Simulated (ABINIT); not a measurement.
# FeO (P4_2/mmc) in ABINIT: a series of runs, part 2 of 2

ABINIT 10.8.3 (patched build). The steps go on from the part before.

## 3. Hubbard U by linear response, PBEsol+U, collinear spin, antiferromagnetic start

Input file run.abi:

```
# Datasets
ndtset 2

# Pseudopotentials
pp_dirpath "./"
pseudos "Fe.GGA_PBE-ansatz.xml, O.GGA_PBE-ansatz.xml"

# Structure
acell 3*1.0
rprim
     5.7559016893     0.0000000000     0.0000000000
     0.0000000000     5.7559016893     0.0000000000
     0.0000000000     0.0000000000    10.3258632353
ntypat 2
znucl 26 8
natom 4
typat 1 1 2 2
xred
            1/2            0.0            1/2
            0.0            1/2            0.0
            1/2            1/2            1/4
            1/2            1/2            3/4

# Plane-wave basis
ecut 16.0
pawecutdg 32.0
pawxcdev 0
pawovlp 30

# k points
kptopt 2
ngkpt 4 4 2
nshiftk 1
shiftk 0.0 0.0 0.0

# Exchange and correlation
ixc -116133

# Bands and occupations
nband 28
occopt 3
tsmear 0.00183747

# Spin
nsppol 2
spinat
     0.0000000000     0.0000000000     3.0000000000
     0.0000000000     0.0000000000    -3.0000000000
     0.0000000000     0.0000000000     0.0000000000
     0.0000000000     0.0000000000     0.0000000000
nsym 1

# DFT+U
usepawu 1
lpawu 2 -1
upawu 0.0 0.0 eV
jpawu 0.0 0.0 eV
dmatpuopt 3

# SCF cycle
nstep 120
tolvrs 1.0e-9

# Output
prteig 0
prtebands 0
prtden 0
prtwf 0

# Linear response
irdwfk 1
macro_uj 1
pawujat 1
pawujv1 -0.1 eV
pawujv2 0.1 eV
```

Input file gs.abi:

```
# Pseudopotentials
pp_dirpath "./"
pseudos "Fe.GGA_PBE-ansatz.xml, O.GGA_PBE-ansatz.xml"

# Structure
acell 3*1.0
rprim
     5.7559016893     0.0000000000     0.0000000000
     0.0000000000     5.7559016893     0.0000000000
     0.0000000000     0.0000000000    10.3258632353
ntypat 2
znucl 26 8
natom 4
typat 1 1 2 2
xred
            1/2            0.0            1/2
            0.0            1/2            0.0
            1/2            1/2            1/4
            1/2            1/2            3/4

# Plane-wave basis
ecut 16.0
pawecutdg 32.0
pawxcdev 0
pawovlp 30

# k points
kptopt 2
ngkpt 4 4 2
nshiftk 1
shiftk 0.0 0.0 0.0

# Exchange and correlation
ixc -116133

# Bands and occupations
nband 28
occopt 3
tsmear 0.00183747

# Spin
nsppol 2
spinat
     0.0000000000     0.0000000000     3.0000000000
     0.0000000000     0.0000000000    -3.0000000000
     0.0000000000     0.0000000000     0.0000000000
     0.0000000000     0.0000000000     0.0000000000
nsym 1

# DFT+U
usepawu 1
lpawu 2 -1
upawu 0.0 0.0 eV
jpawu 0.0 0.0 eV
dmatpuopt 3

# SCF cycle
nstep 120
tolvrs 1.0e-9

# Output
prteig 0
prtebands 0
prtden 0
```

Potentials or basis: Ansatz PAW PBE default generated set, frozen core.

Command:

```console
$ abinit gs.abi > log 2>&1
$ ln -s gso_WFK runi_DS1_WFK
$ ln -s gso_WFK runi_DS2_WFK
$ abinit run.abi > log 2>&1
$ lruj runo_DS1_LRUJ.nc runo_DS2_LRUJ.nc > lruj.log 2>&1
```

run.abo:

```text
[... set-up lines left out ...]
 ETOT  1  -280.88556509169    -2.809E+02 2.505E-06 2.471E-01 3.454E+00 3.454E+00
 ETOT  2  -280.88983418739    -4.269E-03 8.379E-05 6.164E+00 3.323E-01 3.583E+00
 ETOT  3  -280.88535628166     4.478E-03 1.036E-03 1.419E-02 2.948E-01 3.416E+00
 ETOT  4  -280.88540786749    -5.159E-05 4.576E-05 1.065E-03 1.860E-02 3.397E+00
 ETOT  5  -280.88540910215    -1.235E-06 1.215E-06 2.480E-03 7.985E-03 3.394E+00
 ETOT  6  -280.88540854260     5.596E-07 3.723E-07 4.902E-04 2.751E-03 3.396E+00
 ETOT  7  -280.88540852092     2.168E-08 2.181E-07 5.849E-05 1.505E-03 3.398E+00
 ETOT  8  -280.88540863799    -1.171E-07 4.131E-07 4.346E-05 2.623E-04 3.397E+00
 ETOT  9  -280.88540869315    -5.516E-08 5.128E-08 3.013E-06 7.960E-04 3.398E+00
 ETOT 10  -280.88540872472    -3.157E-08 1.375E-07 4.396E-06 2.067E-04 3.398E+00
 ETOT 11  -280.88540875817    -3.346E-08 1.238E-08 1.245E-06 3.425E-04 3.398E+00
 ETOT 12  -280.88540878335    -2.518E-08 4.743E-08 1.614E-06 9.277E-05 3.398E+00
 ETOT 13  -280.88540879100    -7.647E-09 2.865E-09 6.642E-08 1.477E-04 3.398E+00
 ETOT 14  -280.88540879389    -2.891E-09 1.026E-08 2.605E-08 4.522E-06 3.398E+00
[... 579 lines left out ...]
                      -2.5518793056E-07 -4.7853013482E-08 -1.5755147488E-04
                      -2.5497764551E-07 -4.8120426101E-08  1.5744086529E-04
            fcart2     3.4168290432E-08  5.0834029247E-08  5.2428814460E-08
                       4.6673286270E-07  5.0159605176E-08  4.9575455985E-08
                      -2.5056244290E-07 -4.9980607474E-08  1.7580796257E-04
                      -2.5033871023E-07 -5.1013026949E-08 -1.7590996684E-04
            rprim      5.7559016893E+00  0.0000000000E+00  0.0000000000E+00
                       0.0000000000E+00  5.7559016893E+00  0.0000000000E+00
                       0.0000000000E+00  0.0000000000E+00  1.0325863235E+01
           strten1     5.8599401729E-04  5.8470888493E-04  7.2037584084E-04
                       1.4556043678E-11  8.2252080072E-14 -1.0707611808E-12
           strten2     5.7434430217E-04  5.7606806110E-04  7.0955269208E-04
                       7.4816863976E-12  3.7143661273E-12 -1.2210780048E-11
           xangst      1.5229460001E+00  0.0000000000E+00  2.7321057517E+00
                       0.0000000000E+00  1.5229460001E+00  0.0000000000E+00
                       1.5229460001E+00  1.5229460001E+00  1.3660528758E+00
                       1.5229460001E+00  1.5229460001E+00  4.0981586275E+00
             xred      5.0000000000E-01  0.0000000000E+00  5.0000000000E-01
                       0.0000000000E+00  5.0000000000E-01  0.0000000000E+00
                       5.0000000000E-01  5.0000000000E-01  2.5000000000E-01
                       5.0000000000E-01  5.0000000000E-01  7.5000000000E-01
 Calculation completed.
```

gs.abo:

```text
[... set-up lines left out ...]
 ETOT  1  -278.93666944486    -2.789E+02 4.237E+00 1.317E+01 2.335E+00 2.335E+00
 ETOT  2  -280.81154216920    -1.875E+00 3.458E-01 5.592E+01 2.703E-01 2.541E+00
 ETOT  3  -280.77201077008     3.953E-02 1.269E-01 3.009E+01 1.539E+00 3.795E+00
 ETOT  4  -280.85349551738    -8.148E-02 2.186E-02 1.320E+02 2.046E+00 3.448E+00
 ETOT  5  -280.81094057471     4.255E-02 3.427E-02 8.708E+00 1.684E+00 3.433E+00
[... 258 lines left out ...]
                       1.5229460001E+00  1.5229460001E+00  1.3660528758E+00
                       1.5229460001E+00  1.5229460001E+00  4.0981586275E+00
             xred      5.0000000000E-01  0.0000000000E+00  5.0000000000E-01
                       0.0000000000E+00  5.0000000000E-01  0.0000000000E+00
                       5.0000000000E-01  5.0000000000E-01  2.5000000000E-01
                       5.0000000000E-01  5.0000000000E-01  7.5000000000E-01
 Calculation completed.
```

lruj.log:

```text
.Version 10.8.3 of LRUJ
--------------------------------------------------------|---------------------------------------
 Linear:        -0.9860103    -0.1518683     5.5704650  |    0.0009063    0.0000348    0.0017752
*************************************************************************************************
*************************************************************************************************
```

Run time: 14 min. Hardware: 1 thread of Arm Neoverse V2, shared host; peak memory 0.38 GiB.

What came out:

* Free energy: -7642.6773 eV
* Pressure: -18.4 GPa
* Band gap on the k mesh: none (metal or under the smearing width)
* Net moment: 0.00 μB per cell
* Site moments: Fe +3.40, -3.40; O +0.00 μB
* Hubbard U from linear response: 5.57 eV

Eigenvalues of the final occupation matrices:
| site | spin | trace | eigenvalues |
| --- | --- | --- | --- |
| atom 1 | 1 | 4.72 | 0.90 0.93 0.96 0.96 0.97 |
| atom 1 | 2 | 1.31 | 0.12 0.14 0.23 0.25 0.58 |
| atom 2 | 1 | 1.31 | 0.12 0.14 0.23 0.25 0.58 |
| atom 2 | 2 | 4.72 | 0.90 0.93 0.96 0.96 0.97 |

Caveat: the k mesh is coarse (spacing up to 0.57 Å⁻¹), so the values aren't converged; the shifted atom has its images in every cell, so this scalar value isn't converged in cell size and belongs to these projectors alone; Libxc's GGAs can fail where the two spin gradients oppose each other; the PAW data sets were made with another functional, which shifts forces and pressure a little; the atomic spheres overlap. The state reached can hang on the start; a lower one may exist.
